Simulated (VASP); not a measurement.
# Tl (P6_3/mmc) in VASP: further runs, part 3 of 8

VASP 6.6.1. Earlier steps stand in the parts before.

### Step 15. Equation of state, PBEsol, 27.72 Å³/atom

Contents of INCAR:

```
SYSTEM = Tl
ADDGRID  = .False.      
ALGO     = Normal         ! electronic algorithm
EDIFF    = 1E-6           ! SCF threshold, eV
ENCUT    = 700            ! plane-wave cutoff, eV
GGA      = PS             ! functional
ISIF     = 2              ! what is computed and relaxed
ISMEAR   = 1              ! smearing method
LASPH    = .True.         ! aspherical terms in the spheres
LCHARG   = .False.        ! write CHGCAR
LREAL    = .False.        ! projectors in reciprocal space
LWAVE    = .False.        ! write WAVECAR
NELM     = 100            ! most SCF steps
PREC     = Accurate       ! precision mode
SIGMA    = 0.1            ! smearing width, eV
```

Contents of KPOINTS:

```
k-points
0
Gamma
  2 2 1
  0 0 0
```

Contents of POSCAR:

```
Tl
1.0
    3.4210885222      0.0000000000      0.0000000000
   -1.7105442611      2.9627495688      0.0000000000
    0.0000000000      0.0000000000      5.4691881034
Tl
2
Direct
    0.6666666667      0.3333333333      0.7500000000
    0.3333333333      0.6666666667      0.2500000000
```

Potentials or basis: VASP PAW PBE potentials, release 64 (Tl_d).

The run is started by

```console
$ cat potpaw_PBE.64/Tl_d/POTCAR > POTCAR
$ mpirun -np 1 vasp_std > vasp.out
```

Run time: 3.7 s. Hardware: 1 thread of AMD EPYC 9R45 (Zen 5), shared host; peak memory 0.16 GiB.

These settings aren't checked as converged: the numbers below hold their error.

Results:

| Item | Value |
| --- | --- |
| Free energy | -4.8336 eV |
| Pressure | 10.8 GPa |

Caveat: the k mesh is coarse (spacing up to 1.15 Å⁻¹), so the values aren't converged; the mesh shows a gap though the element is a metal; the PAW data sets were made with another functional, which shifts forces and pressure a little.

### Step 16. Equation of state, PBEsol, 29.43 Å³/atom

INCAR is that of step 15.

KPOINTS is that of step 15.

Contents of POSCAR:

```
Tl
1.0
    3.4902200473      0.0000000000      0.0000000000
   -1.7451100236      3.0226192258      0.0000000000
    0.0000000000      0.0000000000      5.5797065281
Tl
2
Direct
    0.6666666667      0.3333333333      0.7500000000
    0.3333333333      0.6666666667      0.2500000000
```

The run is started by

```console
$ cat potpaw_PBE.64/Tl_d/POTCAR > POTCAR
$ mpirun -np 1 vasp_std > vasp.out
```

Run time: 4.2 s. Hardware: 1 thread of AMD EPYC 9R45 (Zen 5), shared host; peak memory 0.15 GiB.

These settings aren't checked as converged: the numbers below hold their error.

Results:

```yaml
Free_energy: -5.0201 eV
Pressure: 6.8 GPa
```

Caveat: the k mesh is coarse (spacing up to 1.13 Å⁻¹), so the values aren't converged; the mesh shows a gap though the element is a metal; the PAW data sets were made with another functional, which shifts forces and pressure a little.

### Step 17. Equation of state, PBEsol, 27.72 Å³/atom

INCAR, as its differences from that of step 16:

```diff
@@ -4,3 +4,3 @@
 EDIFF    = 1E-6           ! SCF threshold, eV
-ENCUT    = 700            ! plane-wave cutoff, eV
+ENCUT    = 250            ! plane-wave cutoff, eV
 GGA      = PS             ! functional
```

Contents of KPOINTS:

```
k-points
0
Gamma
  4 4 2
  0 0 0
```

Contents of POSCAR:

```
Tl
1.0
    3.4210885222      0.0000000000      0.0000000000
   -1.7105442611      2.9627495688      0.0000000000
    0.0000000000      0.0000000000      5.4691881034
Tl
2
Direct
    0.6666666667      0.3333333333      0.7500000000
    0.3333333333      0.6666666667      0.2500000000
```

The run is started by

```console
$ cat potpaw_PBE.64/Tl_d/POTCAR > POTCAR
$ mpirun -np 1 vasp_std > vasp.out
```

Wall time 2.6 s (1 thread of AMD EPYC 9R45 (Zen 5), shared host); peak memory 0.09 GiB.

The run converged, but some of its settings lie outside the range that counts as converged, so its numbers aren't taken as properties of the crystal.

Results:

- Free energy: -5.1449 eV
- Band gap on the k mesh: none (metal or under the smearing width)

Caveat: the k mesh is coarse (spacing up to 0.57 Å⁻¹), so the values aren't converged; the cutoff is under 1.25 times the usual one of these potentials, so pressure, stress and relaxed cells hold a basis-set (Pulay) error; the PAW data sets were made with another functional, which shifts forces and pressure a little.

### Step 18. Equation of state, PBEsol, 29.43 Å³/atom

INCAR is that of step 17.

KPOINTS is that of step 17.

Contents of POSCAR:

```
Tl
1.0
    3.4902200473      0.0000000000      0.0000000000
   -1.7451100236      3.0226192258      0.0000000000
    0.0000000000      0.0000000000      5.5797065281
Tl
2
Direct
    0.6666666667      0.3333333333      0.7500000000
    0.3333333333      0.6666666667      0.2500000000
```

Potentials or basis: VASP PAW PBE potentials, release 64 (Tl_d).

The run is started by

```console
$ cat potpaw_PBE.64/Tl_d/POTCAR > POTCAR
$ mpirun -np 1 vasp_std > vasp.out
```

It took 2.8 s on 1 thread of AMD EPYC 9R45 (Zen 5), shared host; peak memory 0.09 GiB.

The run converged, but some of its settings lie outside the range that counts as converged, so its numbers aren't taken as properties of the crystal.

What came out:

- Free energy: -5.1849 eV
- Band gap on the k mesh: none (metal or under the smearing width)

Caveat: the k mesh is coarse (spacing up to 0.56 Å⁻¹), so the values aren't converged; the cutoff is under 1.25 times the usual one of these potentials, so pressure, stress and relaxed cells hold a basis-set (Pulay) error; the PAW data sets were made with another functional, which shifts forces and pressure a little.

### Step 19. Equation of state, PBEsol, 27.72 Å³/atom

INCAR, as its differences from that of step 18:

```diff
@@ -4,3 +4,3 @@
 EDIFF    = 1E-6           ! SCF threshold, eV
-ENCUT    = 250            ! plane-wave cutoff, eV
+ENCUT    = 350            ! plane-wave cutoff, eV
 GGA      = PS             ! functional
```

KPOINTS is that of step 18.

Contents of POSCAR:

```
Tl
1.0
    3.4210885222      0.0000000000      0.0000000000
   -1.7105442611      2.9627495688      0.0000000000
    0.0000000000      0.0000000000      5.4691881034
Tl
2
Direct
    0.6666666667      0.3333333333      0.7500000000
    0.3333333333      0.6666666667      0.2500000000
```

The run is started by

```console
$ cat potpaw_PBE.64/Tl_d/POTCAR > POTCAR
$ mpirun -np 1 vasp_std > vasp.out
```

It took 4.5 s on 1 thread of AMD EPYC 9R45 (Zen 5), shared host; peak memory 0.11 GiB.

The run converged, but some of its settings lie outside the range that counts as converged, so its numbers aren't taken as properties of the crystal.

Results:

| Item | Value |
| --- | --- |
| Free energy | -5.1270 eV |
| Pressure | 2.7 GPa |
| Band gap on the k mesh | none (metal or under the smearing width) |

Caveat: the k mesh is coarse (spacing up to 0.57 Å⁻¹), so the values aren't converged; the PAW data sets were made with another functional, which shifts forces and pressure a little.

### Step 20. Equation of state, PBEsol, 29.43 Å³/atom

INCAR is that of step 19.

KPOINTS is that of step 19.

Contents of POSCAR:

```
Tl
1.0
    3.4902200473      0.0000000000      0.0000000000
   -1.7451100236      3.0226192258      0.0000000000
    0.0000000000      0.0000000000      5.5797065281
Tl
2
Direct
    0.6666666667      0.3333333333      0.7500000000
    0.3333333333      0.6666666667      0.2500000000
```

The run is started by

```console
$ cat potpaw_PBE.64/Tl_d/POTCAR > POTCAR
$ mpirun -np 1 vasp_std > vasp.out
```

It took 3.8 s on 1 thread of AMD EPYC 9R45 (Zen 5), shared host; peak memory 0.11 GiB.

The run converged, but some of its settings lie outside the range that counts as converged, so its numbers aren't taken as properties of the crystal.

What came out:

```
Free energy            : -5.1677 eV
Pressure               : 0.1 GPa
Band gap on the k mesh : none (metal or under the smearing width)
```

Caveat: the k mesh is coarse (spacing up to 0.56 Å⁻¹), so the values aren't converged; the PAW data sets were made with another functional, which shifts forces and pressure a little.

### Step 21. Equation of state, PBEsol, 27.72 Å³/atom

INCAR, as its differences from that of step 20:

```diff
@@ -4,3 +4,3 @@
 EDIFF    = 1E-6           ! SCF threshold, eV
-ENCUT    = 350            ! plane-wave cutoff, eV
+ENCUT    = 400            ! plane-wave cutoff, eV
 GGA      = PS             ! functional
```

KPOINTS is that of step 20.

Contents of POSCAR:

```
Tl
1.0
    3.4210885222      0.0000000000      0.0000000000
   -1.7105442611      2.9627495688      0.0000000000
    0.0000000000      0.0000000000      5.4691881034
Tl
2
Direct
    0.6666666667      0.3333333333      0.7500000000
    0.3333333333      0.6666666667      0.2500000000
```

Potentials or basis: VASP PAW PBE potentials, release 64 (Tl_d).

The run is started by

```console
$ cat potpaw_PBE.64/Tl_d/POTCAR > POTCAR
$ mpirun -np 1 vasp_std > vasp.out
```

Run time: 3.9 s. Hardware: 1 thread of AMD EPYC 9R45 (Zen 5), shared host; peak memory 0.11 GiB.

The run converged, but some of its settings lie outside the range that counts as converged, so its numbers aren't taken as properties of the crystal.

Results:

```
Free energy            : -5.1274 eV
Pressure               : 3.2 GPa
Band gap on the k mesh : none (metal or under the smearing width)
```

Caveat: the k mesh is coarse (spacing up to 0.57 Å⁻¹), so the values aren't converged; the PAW data sets were made with another functional, which shifts forces and pressure a little.

### Step 22. Equation of state, PBEsol, 29.43 Å³/atom

INCAR is that of step 21.

KPOINTS is that of step 21.

Contents of POSCAR:

```
Tl
1.0
    3.4902200473      0.0000000000      0.0000000000
   -1.7451100236      3.0226192258      0.0000000000
    0.0000000000      0.0000000000      5.5797065281
Tl
2
Direct
    0.6666666667      0.3333333333      0.7500000000
    0.3333333333      0.6666666667      0.2500000000
```

The run is started by

```console
$ cat potpaw_PBE.64/Tl_d/POTCAR > POTCAR
$ mpirun -np 1 vasp_std > vasp.out
```

Wall time 4.8 s (1 thread of AMD EPYC 9R45 (Zen 5), shared host); peak memory 0.11 GiB.

The run converged, but some of its settings lie outside the range that counts as converged, so its numbers aren't taken as properties of the crystal.

Results:

| Quantity | Value |
| --- | --- |
| Free energy | -5.1687 eV |
| Pressure | 0.6 GPa |
| Band gap on the k mesh | none (metal or under the smearing width) |

Caveat: the k mesh is coarse (spacing up to 0.56 Å⁻¹), so the values aren't converged; the PAW data sets were made with another functional, which shifts forces and pressure a little.

### Step 23. Equation of state, PBEsol, 27.72 Å³/atom

INCAR, as its differences from that of step 22:

```diff
@@ -4,3 +4,3 @@
 EDIFF    = 1E-6           ! SCF threshold, eV
-ENCUT    = 400            ! plane-wave cutoff, eV
+ENCUT    = 450            ! plane-wave cutoff, eV
 GGA      = PS             ! functional
```

KPOINTS is that of step 22.

Contents of POSCAR:

```
Tl
1.0
    3.4210885222      0.0000000000      0.0000000000
   -1.7105442611      2.9627495688      0.0000000000
    0.0000000000      0.0000000000      5.4691881034
Tl
2
Direct
    0.6666666667      0.3333333333      0.7500000000
    0.3333333333      0.6666666667      0.2500000000
```

The run is started by

```console
$ cat potpaw_PBE.64/Tl_d/POTCAR > POTCAR
$ mpirun -np 1 vasp_std > vasp.out
```

It took 4.1 s on 1 thread of AMD EPYC 9R45 (Zen 5), shared host; peak memory 0.12 GiB.

The run converged, but some of its settings lie outside the range that counts as converged, so its numbers aren't taken as properties of the crystal.

What came out:

```yaml
Free_energy: -5.1276 eV
Pressure: 3.3 GPa
Band_gap_on_the_k_mesh: none (metal or under the smearing width)
```

Caveat: the k mesh is coarse (spacing up to 0.57 Å⁻¹), so the values aren't converged; the PAW data sets were made with another functional, which shifts forces and pressure a little.

### Step 24. Equation of state, PBEsol, 29.43 Å³/atom

INCAR is that of step 23.

KPOINTS is that of step 23.

Contents of POSCAR:

```
Tl
1.0
    3.4902200473      0.0000000000      0.0000000000
   -1.7451100236      3.0226192258      0.0000000000
    0.0000000000      0.0000000000      5.5797065281
Tl
2
Direct
    0.6666666667      0.3333333333      0.7500000000
    0.3333333333      0.6666666667      0.2500000000
```

Potentials or basis: VASP PAW PBE potentials, release 64 (Tl_d).

The run is started by

```console
$ cat potpaw_PBE.64/Tl_d/POTCAR > POTCAR
$ mpirun -np 1 vasp_std > vasp.out
```

Run time: 4.2 s. Hardware: 1 thread of AMD EPYC 9R45 (Zen 5), shared host; peak memory 0.12 GiB.

The run converged, but some of its settings lie outside the range that counts as converged, so its numbers aren't taken as properties of the crystal.

What came out:

```
Free energy            : -5.1690 eV
Pressure               : 0.7 GPa
Band gap on the k mesh : none (metal or under the smearing width)
```

Caveat: the k mesh is coarse (spacing up to 0.56 Å⁻¹), so the values aren't converged; the PAW data sets were made with another functional, which shifts forces and pressure a little.

### Step 25. Equation of state, PBEsol, 27.72 Å³/atom

INCAR, as its differences from that of step 24:

```diff
@@ -4,3 +4,3 @@
 EDIFF    = 1E-6           ! SCF threshold, eV
-ENCUT    = 450            ! plane-wave cutoff, eV
+ENCUT    = 550            ! plane-wave cutoff, eV
 GGA      = PS             ! functional
```

KPOINTS is that of step 24.

Contents of POSCAR:

```
Tl
1.0
    3.4210885222      0.0000000000      0.0000000000
   -1.7105442611      2.9627495688      0.0000000000
    0.0000000000      0.0000000000      5.4691881034
Tl
2
Direct
    0.6666666667      0.3333333333      0.7500000000
    0.3333333333      0.6666666667      0.2500000000
```

The run is started by

```console
$ cat potpaw_PBE.64/Tl_d/POTCAR > POTCAR
$ mpirun -np 1 vasp_std > vasp.out
```

Run time: 4.9 s. Hardware: 1 thread of AMD EPYC 9R45 (Zen 5), shared host; peak memory 0.14 GiB.

These settings aren't checked as converged: the numbers below hold their error.

What came out:

```
Free energy            : -5.1271 eV
Pressure               : 3.2 GPa
Band gap on the k mesh : none (metal or under the smearing width)
```

Caveat: the k mesh is coarse (spacing up to 0.57 Å⁻¹), so the values aren't converged; the PAW data sets were made with another functional, which shifts forces and pressure a little.

### Step 26. Equation of state, PBEsol, 29.43 Å³/atom

INCAR is that of step 25.

KPOINTS is that of step 25.

Contents of POSCAR:

```
Tl
1.0
    3.4902200473      0.0000000000      0.0000000000
   -1.7451100236      3.0226192258      0.0000000000
    0.0000000000      0.0000000000      5.5797065281
Tl
2
Direct
    0.6666666667      0.3333333333      0.7500000000
    0.3333333333      0.6666666667      0.2500000000
```

The run is started by

```console
$ cat potpaw_PBE.64/Tl_d/POTCAR > POTCAR
$ mpirun -np 1 vasp_std > vasp.out
```

Run time: 6.2 s. Hardware: 1 thread of AMD EPYC 9R45 (Zen 5), shared host; peak memory 0.15 GiB.

The run converged, but some of its settings lie outside the range that counts as converged, so its numbers aren't taken as properties of the crystal.

Results:

```
Free energy            : -5.1684 eV
Pressure               : 0.6 GPa
Band gap on the k mesh : none (metal or under the smearing width)
```

Caveat: the k mesh is coarse (spacing up to 0.56 Å⁻¹), so the values aren't converged; the PAW data sets were made with another functional, which shifts forces and pressure a little.

### Step 27. Equation of state, PBEsol, 27.72 Å³/atom

INCAR, as its differences from that of step 26:

```diff
@@ -4,3 +4,3 @@
 EDIFF    = 1E-6           ! SCF threshold, eV
-ENCUT    = 550            ! plane-wave cutoff, eV
+ENCUT    = 250            ! plane-wave cutoff, eV
 GGA      = PS             ! functional
```

Contents of KPOINTS:

```
k-points
0
Gamma
  6 6 4
  0 0 0
```

Contents of POSCAR:

```
Tl
1.0
    3.4210885222      0.0000000000      0.0000000000
   -1.7105442611      2.9627495688      0.0000000000
    0.0000000000      0.0000000000      5.4691881034
Tl
2
Direct
    0.6666666667      0.3333333333      0.7500000000
    0.3333333333      0.6666666667      0.2500000000
```

Potentials or basis: VASP PAW PBE potentials, release 64 (Tl_d).

The run is started by

```console
$ cat potpaw_PBE.64/Tl_d/POTCAR > POTCAR
$ mpirun -np 1 vasp_std > vasp.out
```

It took 4.1 s on 1 thread of AMD EPYC 9R45 (Zen 5), shared host; peak memory 0.08 GiB.

The run converged, but some of its settings lie outside the range that counts as converged, so its numbers aren't taken as properties of the crystal.

Results:

```
Free energy            : -5.2438 eV
Band gap on the k mesh : none (metal or under the smearing width)
```

Caveat: the cutoff is under 1.25 times the usual one of these potentials, so pressure, stress and relaxed cells hold a basis-set (Pulay) error; the PAW data sets were made with another functional, which shifts forces and pressure a little.

### Step 28. Equation of state, PBEsol, 29.43 Å³/atom

INCAR is that of step 27.

KPOINTS is that of step 27.

Contents of POSCAR:

```
Tl
1.0
    3.4902200473      0.0000000000      0.0000000000
   -1.7451100236      3.0226192258      0.0000000000
    0.0000000000      0.0000000000      5.5797065281
Tl
2
Direct
    0.6666666667      0.3333333333      0.7500000000
    0.3333333333      0.6666666667      0.2500000000
```

The run is started by

```console
$ cat potpaw_PBE.64/Tl_d/POTCAR > POTCAR
$ mpirun -np 1 vasp_std > vasp.out
```

Run time: 4.7 s. Hardware: 1 thread of AMD EPYC 9R45 (Zen 5), shared host; peak memory 0.09 GiB.

The run converged, but some of its settings lie outside the range that counts as converged, so its numbers aren't taken as properties of the crystal.

Results:

| Item | Value |
| --- | --- |
| Free energy | -5.2428 eV |
| Band gap on the k mesh | none (metal or under the smearing width) |

Caveat: the cutoff is under 1.25 times the usual one of these potentials, so pressure, stress and relaxed cells hold a basis-set (Pulay) error; the PAW data sets were made with another functional, which shifts forces and pressure a little.

### Step 29. Equation of state, PBEsol, 27.72 Å³/atom

INCAR, as its differences from that of step 28:

```diff
@@ -4,3 +4,3 @@
 EDIFF    = 1E-6           ! SCF threshold, eV
-ENCUT    = 250            ! plane-wave cutoff, eV
+ENCUT    = 700            ! plane-wave cutoff, eV
 GGA      = PS             ! functional
```

Contents of KPOINTS:

```
k-points
0
Gamma
  4 4 2
  0 0 0
```

Contents of POSCAR:

```
Tl
1.0
    3.4210885222      0.0000000000      0.0000000000
   -1.7105442611      2.9627495688      0.0000000000
    0.0000000000      0.0000000000      5.4691881034
Tl
2
Direct
    0.6666666667      0.3333333333      0.7500000000
    0.3333333333      0.6666666667      0.2500000000
```

The run is started by

```console
$ cat potpaw_PBE.64/Tl_d/POTCAR > POTCAR
$ mpirun -np 1 vasp_std > vasp.out
```

Wall time 7.1 s (1 thread of AMD EPYC 9R45 (Zen 5), shared host); peak memory 0.16 GiB.

The run converged, but some of its settings lie outside the range that counts as converged, so its numbers aren't taken as properties of the crystal.

What came out:

```
Free energy            : -5.1274 eV
Pressure               : 3.3 GPa
Band gap on the k mesh : none (metal or under the smearing width)
```

Caveat: the k mesh is coarse (spacing up to 0.57 Å⁻¹), so the values aren't converged; the PAW data sets were made with another functional, which shifts forces and pressure a little.

### Step 30. Equation of state, PBEsol, 29.43 Å³/atom

INCAR is that of step 29.

KPOINTS is that of step 29.

Contents of POSCAR:

```
Tl
1.0
    3.4902200473      0.0000000000      0.0000000000
   -1.7451100236      3.0226192258      0.0000000000
    0.0000000000      0.0000000000      5.5797065281
Tl
2
Direct
    0.6666666667      0.3333333333      0.7500000000
    0.3333333333      0.6666666667      0.2500000000
```

Potentials or basis: VASP PAW PBE potentials, release 64 (Tl_d).

The run is started by

```console
$ cat potpaw_PBE.64/Tl_d/POTCAR > POTCAR
$ mpirun -np 1 vasp_std > vasp.out
```

It took 6.7 s on 1 thread of AMD EPYC 9R45 (Zen 5), shared host; peak memory 0.16 GiB.

These settings aren't checked as converged: the numbers below hold their error.

What came out:

* Free energy: -5.1687 eV
* Pressure: 0.7 GPa
* Band gap on the k mesh: none (metal or under the smearing width)

Caveat: the k mesh is coarse (spacing up to 0.56 Å⁻¹), so the values aren't converged; the PAW data sets were made with another functional, which shifts forces and pressure a little.

### Step 31. Equation of state, PBEsol, 27.72 Å³/atom

INCAR, as its differences from that of step 30:

```diff
@@ -4,3 +4,3 @@
 EDIFF    = 1E-6           ! SCF threshold, eV
-ENCUT    = 700            ! plane-wave cutoff, eV
+ENCUT    = 350            ! plane-wave cutoff, eV
 GGA      = PS             ! functional
```

Contents of KPOINTS:

```
k-points
0
Gamma
  6 6 4
  0 0 0
```

Contents of POSCAR:

```
Tl
1.0
    3.4210885222      0.0000000000      0.0000000000
   -1.7105442611      2.9627495688      0.0000000000
    0.0000000000      0.0000000000      5.4691881034
Tl
2
Direct
    0.6666666667      0.3333333333      0.7500000000
    0.3333333333      0.6666666667      0.2500000000
```

The run is started by

```console
$ cat potpaw_PBE.64/Tl_d/POTCAR > POTCAR
$ mpirun -np 1 vasp_std > vasp.out
```

It took 6.2 s on 1 thread of AMD EPYC 9R45 (Zen 5), shared host; peak memory 0.12 GiB.

These settings aren't checked as converged: the numbers below hold their error.

What came out:

| Property | Result |
| --- | --- |
| Free energy | -5.2272 eV |
| Pressure | 0.6 GPa |
| Band gap on the k mesh | none (metal or under the smearing width) |

Caveat: the PAW data sets were made with another functional, which shifts forces and pressure a little.

(Continued in part 4 of 8.)
